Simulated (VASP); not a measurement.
# W (Im-3m) in VASP: a series of runs, part 2 of 2

VASP 6.6.1.

### 4 Vibrations by finite differences, PBE

This run uses another cell than the first one, of 16.16 Å³/atom, 1.020 times its volume.

Input file INCAR:

```
PREC     = Accurate       # precision mode
ENCUT    = 520            # plane-wave cutoff, eV
EDIFF    = 1E-8           # SCF threshold, eV
ISMEAR   = 1              # smearing method
SIGMA    = 0.2            # smearing width, eV
LREAL    = False          # projectors in reciprocal space
LASPH    = True           # aspherical terms in the spheres
NELM     = 60             # most SCF steps
ALGO     = Normal         # electronic algorithm
ISIF     = 3              # what is computed and relaxed
LWAVE    = False          # write WAVECAR
LCHARG   = False          # write CHGCAR
GGA      = PE             # functional
IBRION   = 6              # ionic algorithm
NFREE    = 2            
POTIM    = 0.015          # step
NSW      = 1              # ionic steps
```

Input file KPOINTS:

```
Automatic mesh
0
Gamma
  18 18 18
```

Input file POSCAR:

```
W                                       
1.0
   -1.5926499079      1.5926499079      1.5926499079
    1.5926499079     -1.5926499079      1.5926499079
    1.5926499079      1.5926499079     -1.5926499079
  W             
     1
Direct
     0.0000000000000000    0.0000000000000000    0.0000000000000000
```

Potentials or basis: VASP PAW PBE potentials, release 64 (W_sv).

Started as:

```bash
$ cat potpaw_PBE.64/W_sv/POTCAR > POTCAR
$ mpirun -np 1 vasp_std > vasp.out
```

OUTCAR:

```text
PREC = Accurate
   ENCUT = 520
   EDIFF = 1E-8
   ISMEAR = 1
   LREAL = False
   LASPH = True
   NELM = 60
   ISIF = 3
   GGA = PE
   IBRION = 6
   NFREE = 2
   POTIM = 0.015
   NSW = 1

 ion  position               nearest neighbor table
   1  0.000  0.000  0.000-

  LATTYP: Found a body centered cubic cell.
 ALAT       =     3.1852998158

  Lattice vectors:

 A1 = (  -1.5926499079,   1.5926499079,   1.5926499079)
 A2 = (   1.5926499079,  -1.5926499079,   1.5926499079)
 A3 = (   1.5926499079,   1.5926499079,  -1.5926499079)

Analysis of symmetry for initial positions (statically):
=====================================================================
 Subroutine PRICEL returns:
 Original cell was already a primitive cell.

 Routine SETGRP: Setting up the symmetry group for a
 body centered cubic supercell.

 Subroutine GETGRP returns: Found 48 space group operations
 (whereof 48 operations were pure point group operations)
 out of a pool of 48 trial point group operations.

The static configuration has the point symmetry O_h .

Analysis of symmetry for dynamics (positions and initial velocities):
=====================================================================
 Subroutine PRICEL returns:
 Original cell was already a primitive cell.

 Routine SETGRP: Setting up the symmetry group for a
 body centered cubic supercell.

 Subroutine GETGRP returns: Found 48 space group operations
 (whereof 48 operations were pure point group operations)
 out of a pool of 48 trial point group operations.

The dynamic configuration has the point symmetry O_h .

 Subroutine INISYM returns: Found 48 space group operations
 (whereof 48 operations are pure point group operations),
 and found     1 'primitive' translations

----------------------------------------------------------------------------------------

                                     Primitive cell

  volume of cell :      16.1592

  direct lattice vectors                    reciprocal lattice vectors
    -1.592649908  1.592649908  1.592649908     0.000000000  0.313942190  0.313942190
     1.592649908 -1.592649908  1.592649908     0.313942190  0.000000000  0.313942190
     1.592649908  1.592649908 -1.592649908     0.313942190  0.313942190  0.000000000

  length of vectors
     2.758550559  2.758550559  2.758550559     0.443981303  0.443981303  0.443981303

  position of ions in fractional coordinates (direct lattice)
     0.000000000  0.000000000  0.000000000

  ion indices of the primitive-cell ions
   primitive index   ion index
                 1           1

----------------------------------------------------------------------------------------

 KPOINTS: Automatic mesh

[... 224 lines left out ...]

 number of electron      14.0000002 magnetization

------------------------ aborting loop because EDIFF is reached ----------------------------------------
[... 65 lines left out ...]
--------------------------------------- Ionic step       15  -------------------------------------------

 number of electron      14.0000001 magnetization

 Free energy of the ion-electron system (eV)
  ---------------------------------------------------
  ext. energy  EPLUGINS =         0.00000000
  ---------------------------------------------------
  free energy    TOTEN  =       -12.95010785 eV

  energy without entropy =      -12.94837342  energy(sigma->0) =      -12.94952971

 E-fermi :  11.1668     XC(G=0): -13.5316

 val. band max:       11.1619318381   @ k =  -0.2778   0.3333   0.2222
 cond. band min:      11.1783569394   @ k =   0.5000   0.5000   0.2222
 fundamental gap:      0.0164251013
 Fermi energy:        11.1667838683

 k-point     1 :       0.0000    0.0000    0.0000
  band No.  band energies     occupation
      1     -63.0368      2.00000
      2     -26.6268      2.00000
      3     -26.6268      2.00000
      4     -26.6268      2.00000
      5       1.6367      2.00000
      6       9.9725      2.00000
      7       9.9725      2.00000
      8       9.9725      2.00000
      9      13.3854     -0.00000
     10      13.3855     -0.00000
     11      25.6399      0.00000
[... 309 lines left out ...]
 k-point    24 :       0.3889    0.1111    0.0000
  band No.  band energies     occupation
      1     -62.9136      2.00000
      2     -27.7606      2.00000
      3     -27.0535      2.00000
      4     -26.6864      2.00000
      5       5.4422      2.00000
      6       7.8398      2.00000
      7      10.5517      2.00012
      8      13.1511     -0.00000
      9      14.4422     -0.00000
     10      17.4289      0.00000
     11      21.8201      0.00000

 [... further k-points ...]

------------------------ aborting loop because EDIFF is reached ----------------------------------------

  FORCE on cell =-STRESS in cart. coord.  units (eV):
  Direction    XX          YY          ZZ          XY          YZ          ZX
  --------------------------------------------------------------------------------------
  -------------------------------------------------------------------------------------
  Total       -0.0001056     -0.0001056     -0.0001056     -0.0000000     -0.0000000     -0.0000000
  in kB       -0.0104697     -0.0104697     -0.0104697     -0.0000000     -0.0000000     -0.0000000
  external PRESSURE =      -0.0104697 kB  Pullay stress =       0.0000000 kB
[... 16 lines left out ...]
  FREE ENERGIE OF THE ION-ELECTRON SYSTEM (eV)
  ---------------------------------------------------
  free  energy   TOTEN  =       -12.9501078505 eV

  energy  without entropy=      -12.9483734245  energy(sigma->0) =      -12.94952971

 INTERNAL STRAIN TENSORS FROM STRAINED CELLS
 ============================================

 INTERNAL STRAIN TENSOR FOR ION    1 for displacements in x,y,z  (eV/Angst):
          X           Y           Z          XY          YZ          ZX
  --------------------------------------------------------------------------------
  x    -0.00000     0.00000     0.00000     0.00000    -0.00000     0.00000
  y    -0.00000     0.00000    -0.00000    -0.00000     0.00000    -0.00000
  z     0.00000     0.00000    -0.00000     0.00000     0.00000     0.00000

 INTERNAL STRAIN TENSORS FROM DISPLACED ATOMS
 ============================================

 INTERNAL STRAIN TENSOR FOR ION    1 for displacements in x,y,z  (eV/Angst):
          X           Y           Z          XY          YZ          ZX
  --------------------------------------------------------------------------------
  x     0.00000     0.00000     0.00000     0.00000     0.00000     0.00000
  y     0.00000     0.00000     0.00000     0.00000     0.00000     0.00000
  z     0.00000     0.00000     0.00000     0.00000     0.00000     0.00000

 Eigenvectors and eigenvalues of the dynamical matrix
 ----------------------------------------------------

   1 f/i=    0.000000 THz     0.000000 2PiTHz    0.000000 cm-1     0.000000 meV
             X         Y         Z           dx          dy          dz
      0.000000  0.000000  0.000000     0.971668   -0.236352    0.000000

   2 f/i=    0.000000 THz     0.000000 2PiTHz    0.000000 cm-1     0.000000 meV
             X         Y         Z           dx          dy          dz
      0.000000  0.000000  0.000000    -0.236352   -0.971668    0.000000

   3 f/i=    0.000000 THz     0.000000 2PiTHz    0.000000 cm-1     0.000000 meV
             X         Y         Z           dx          dy          dz
      0.000000  0.000000  0.000000     0.000000    0.000000    1.000000

--------------------------------------------------------------------------------------------------------

 ELASTIC MODULI CONTR FROM IONIC RELAXATION (kBar)
 Direction    XX          YY          ZZ          XY          YZ          ZX
 --------------------------------------------------------------------------------
 XX           0.0000      0.0000      0.0000      0.0000      0.0000      0.0000
 YY           0.0000      0.0000      0.0000      0.0000      0.0000      0.0000
 ZZ           0.0000      0.0000      0.0000      0.0000      0.0000      0.0000
 XY           0.0000      0.0000      0.0000      0.0000      0.0000      0.0000
 YZ           0.0000      0.0000      0.0000      0.0000      0.0000      0.0000
 ZX           0.0000      0.0000      0.0000      0.0000      0.0000      0.0000
 --------------------------------------------------------------------------------

 TOTAL ELASTIC MODULI (kBar)
 Direction    XX          YY          ZZ          XY          YZ          ZX
 --------------------------------------------------------------------------------
 XX        4943.5119   2125.2445   2125.2445      0.0000      0.0000      0.0000
 YY        2125.2445   4943.5119   2125.2445      0.0000      0.0000      0.0000
 ZZ        2125.2445   2125.2445   4943.5119      0.0000      0.0000      0.0000
 XY           0.0000      0.0000      0.0000   1373.7753      0.0000      0.0000
 YZ           0.0000      0.0000      0.0000      0.0000   1373.7753      0.0000
 ZX           0.0000      0.0000      0.0000      0.0000      0.0000   1373.7753
 --------------------------------------------------------------------------------
```

Wall time 12 min (1 thread of Intel Xeon Platinum 8488C (Sapphire Rapids), shared host); peak memory 0.6 GiB.

Results:

| Property | Result |
| --- | --- |
| Elastic constants C11, C12, C44 | 494, 213, 137 GPa |
| Voigt bulk modulus | 306 GPa |

Elastic tensor in Voigt notation (GPa, in the Cartesian axes of the cell as first typed):
```
494 213 213   0   0   0
213 494 213   0   0   0
213 213 494   0   0   0
  0   0   0 137   0   0
  0   0   0   0 137   0
  0   0   0   0   0 137
```

Clamped-ion elastic tensor (GPa):
```
494 213 213   0   0   0
213 494 213   0   0   0
213 213 494   0   0   0
  0   0   0 137   0   0
  0   0   0   0 137   0
  0   0   0   0   0 137
```

Caveat: elastic constants of metals need much finer meshes, so these are rough. Spin-orbit coupling is left out, which matters for the levels of W.
